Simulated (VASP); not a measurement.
# SbS in VASP: reference runs

How does SbS come out in PBE? The cell is run as given.

Program: VASP 6.6.1. These are calculated values, not measurements. Logs are shortened: lines on timing, memory, paths and dates and some standing lists are left out, and cuts for length are marked.

### Step 1. Starting point

The cell holds a sheet with vacuum, 2 atoms: a = 3.820 Å, b = 3.820 Å, c = 23.800 Å, α = 90.00°, β = 90.00°, γ = 90.00°.

The cell was built by a generator and needn't be a form met in nature.

### Step 2. Single point, PBE

The input, INCAR:

```
ALGO = Normal
DIPOL = 0.5 0.5 0.294
EDIFF = 1E-7
ENCUT = 520
GGA = PE
IDIPOL = 3
ISIF = 2
ISMEAR = -1
LASPH = True
LCHARG = False
LDIPOL = True
LREAL = False
LWAVE = False
NBANDS = 12
NELM = 80
PREC = Accurate
SIGMA = 0.05
```

The input, KPOINTS:

```
k-points
0
Gamma
  7 7 1
```

The input, POSCAR:

```
SbS
1.0
    3.8204800000      0.0000000000      0.0000000000
    0.0000000000      3.8204800000      0.0000000000
    0.0000000000      0.0000000000     23.8000000000
Sb S
1 1
Direct
    0.0000000000      0.0000000000      0.2941200000
    0.5000000000      0.5000000000      0.2941200000
```

Potentials or basis: VASP PAW PBE potentials, release 64 (Sb, S).

Run with:

```
$ cat potpaw_PBE.64/Sb/POTCAR potpaw_PBE.64/S/POTCAR > POTCAR
$ mpirun -np 1 vasp_std > vasp.out
```

OUTCAR:

```text
EDIFF = 1E-7
   ENCUT = 520
   GGA = PE
   ISIF = 2
   ISMEAR = -1
   LASPH = True
   LREAL = False
   NELM = 80
   PREC = Accurate

 ion  position               nearest neighbor table
   1  0.000  0.000  0.294-   2 2.70   2 2.70   2 2.70   2 2.70
   2  0.500  0.500  0.294-   1 2.70   1 2.70   1 2.70   1 2.70

  LATTYP: Found a simple tetragonal cell.
 ALAT       =     3.8204800000
 C/A-ratio  =     6.2295837172

  Lattice vectors:

 A1 = (   3.8204800000,   0.0000000000,   0.0000000000)
 A2 = (   0.0000000000,   3.8204800000,   0.0000000000)
 A3 = (   0.0000000000,   0.0000000000,  23.8000000000)

Analysis of symmetry for initial positions (statically):
=====================================================================
 Subroutine PRICEL returns:
 Original cell was already a primitive cell.

 Routine SETGRP: Setting up the symmetry group for a
 simple tetragonal supercell.

 Subroutine GETGRP returns: Found 16 space group operations
 (whereof  8 operations were pure point group operations)
 out of a pool of 16 trial point group operations.

The static configuration has the point symmetry C_4v.
 The point group associated with its full space group is D_4h.

Analysis of symmetry for dynamics (positions and initial velocities):
=====================================================================
 Subroutine PRICEL returns:
 Original cell was already a primitive cell.

 Routine SETGRP: Setting up the symmetry group for a
 simple tetragonal supercell.

 Subroutine GETGRP returns: Found 16 space group operations
 (whereof  8 operations were pure point group operations)
 out of a pool of 16 trial point group operations.

The dynamic configuration has the point symmetry C_4v.
 The point group associated with its full space group is D_4h.

 Subroutine INISYM returns: Found 16 space group operations
 (whereof  8 operations are pure point group operations),
 and found     1 'primitive' translations

----------------------------------------------------------------------------------------

                                     Primitive cell

  volume of cell :     347.3864

  direct lattice vectors                    reciprocal lattice vectors
     3.820480000  0.000000000  0.000000000     0.261747215  0.000000000  0.000000000
     0.000000000  3.820480000  0.000000000     0.000000000  0.261747215  0.000000000
     0.000000000  0.000000000 23.800000000     0.000000000  0.000000000  0.042016807

  length of vectors
     3.820480000  3.820480000 23.800000000     0.261747215  0.261747215  0.042016807

  position of ions in fractional coordinates (direct lattice)
     0.000000000  0.000000000  0.294120000
     0.500000000  0.500000000  0.294120000

[... 80 lines left out ...]
     AMIX     =   0.40;   BMIX     =  1.00
     AMIX_MAG =   1.60;   BMIX_MAG =  1.00
  volume/ion in A,a.u.               =     173.69      1172.14
  Fermi-wavevector in a.u.,A,eV,Ry     =   0.517926  0.978739  3.649733  0.268248
  Thomas-Fermi vector in A             =   1.534574
   LORBIT       =      0    0 simple, 1 ext, 2 COOP (PROOUT), +10 PAW based schemes
   GGA     = PE    functional components
   LHFCALC =     F    Hartree Fock is set to
   AEXX    =    0.0000 exact exchange contribution
   IVDW    =     0    specifies the selected vdW correction
   LEPSILON=     F    determine dielectric tensor
   LRPA    =     F    only Hartree local field effects (RPA)
 non-spin polarized calculation
  energy-cutoff  :      520.00
  volume of cell :      347.39
 maximum number of plane-waves:      9396
   NGX = 15   NGY = 15   NGZ = 89

 dipolmoment           0.000000      0.000000     -0.000000 electrons x Angstroem

 number of electron      10.9999998 magnetization

 dipolmoment           0.000000      0.000000      0.000001 electrons x Angstroem

 Free energy of the ion-electron system (eV)
  ---------------------------------------------------
  ext. energy  EPLUGINS =         0.00000000
  ---------------------------------------------------
  free energy    TOTEN  =        -7.75771567 eV

  energy without entropy =       -7.74175423  energy(sigma->0) =       -7.74973495

 E-fermi :  -3.0483     XC(G=0):  -1.8659

 val. band max:       -3.0589824909   @ k =   0.2857   0.2857   0.0000
 cond. band min:      -3.0362912529   @ k =   0.4286   0.4286   0.0000
 fundamental gap:      0.0226912380
 Fermi energy:        -3.0482745989

 k-point     1 :       0.0000    0.0000    0.0000
  band No.  band energies     occupation
      1     -17.5570      2.00000
      2      -9.8330      2.00000
      3      -7.2918      2.00000
      4      -7.2918      2.00000
      5      -7.0998      2.00000
      6      -1.6766      0.00000
      7       0.2931      0.00000
      8       0.4364      0.00000
      9       1.4305      0.00000
     10       1.6756      0.00000
     11       1.7736      0.00000
     12       1.7736      0.00000
[... 121 lines left out ...]
 k-point    10 :       0.4286    0.4286    0.0000
  band No.  band energies     occupation
      1     -15.8997      2.00000
      2     -11.9263      2.00000
      3      -9.4739      2.00000
      4      -8.8946      2.00000
      5      -5.3244      2.00000
      6      -3.0363      0.88074
      7       1.7535      0.00000
      8       2.0310      0.00000
      9       2.0721      0.00000
     10       2.6090      0.00000
     11       4.1057      0.00000
     12       5.0545      0.00000

------------------------ aborting loop because EDIFF is reached ----------------------------------------

 vacuum level on the upper side and lower side of the slab       (xc-potential included)        -0.010        -0.010

  FORCE on cell =-STRESS in cart. coord.  units (eV):
  Direction    XX          YY          ZZ          XY          YZ          ZX
  --------------------------------------------------------------------------------------
  -------------------------------------------------------------------------------------
  Total       -0.0483245     -0.0483245     -0.0078706      0.0000000      0.0000000      0.0000000
  in kB       -0.2228767     -0.2228767     -0.0362997      0.0000000      0.0000000      0.0000000
  external PRESSURE =      -0.1606844 kB  Pullay stress =       0.0000000 kB

 VOLUME and BASIS-vectors are now :
 -----------------------------------------------------------------------------
  energy-cutoff  :      520.00
  volume of cell :      347.39
      direct lattice vectors                 reciprocal lattice vectors
     3.820480000  0.000000000  0.000000000     0.261747215  0.000000000  0.000000000
     0.000000000  3.820480000  0.000000000     0.000000000  0.261747215  0.000000000
     0.000000000  0.000000000 23.800000000     0.000000000  0.000000000  0.042016807

 POSITION                                       TOTAL-FORCE (eV/Angst)
 -----------------------------------------------------------------------------------
      0.00000      0.00000      7.00006         0.000000      0.000000      0.000000
      1.91024      1.91024      7.00006        -0.000000      0.000000     -0.000000
 -----------------------------------------------------------------------------------
    total drift:                                0.000000      0.000000     -0.000002

  FREE ENERGIE OF THE ION-ELECTRON SYSTEM (eV)
  ---------------------------------------------------
  free  energy   TOTEN  =        -7.7577156677 eV

  energy  without entropy=       -7.7417542347  energy(sigma->0) =       -7.74973495

 vacuum level on the upper side and lower side of the slab         1.581         1.581
```

OSZICAR:

```text
N       E                     dE             d eps       ncg     rms          rms(c)
DAV:   1     0.772231257554E+02    0.77223E+02   -0.27518E+03   240   0.547E+02
DAV:   2     0.260318797605E+01   -0.74620E+02   -0.64954E+02   420   0.964E+01
DAV:   3    -0.773320791530E+01   -0.10336E+02   -0.10251E+02   344   0.491E+01
[... 13 lines left out ...]
DAV:  17    -0.775771159835E+01   -0.77469E-05   -0.27571E-07   284   0.176E-03    0.121E-03
DAV:  18    -0.775771387394E+01   -0.22756E-05   -0.30517E-08   292   0.693E-04    0.393E-04
DAV:  19    -0.775771506708E+01   -0.11931E-05   -0.21757E-08   268   0.431E-04    0.391E-04
DAV:  20    -0.775771559593E+01   -0.52885E-06   -0.11708E-08   268   0.344E-04    0.192E-04
DAV:  21    -0.775771566771E+01   -0.71783E-07   -0.58529E-10   212   0.115E-04
   1 F= -.77577157E+01 E0= -.77497350E+01  d E =-.159614E-01
```

It took 52 s on 1 thread of Intel Xeon Platinum 8488C (Sapphire Rapids), shared host; peak memory 0.38 GiB.

Results:

```
Free energy            : -7.7577 eV
Band gap on the k mesh : none (metal or under the smearing width)
```
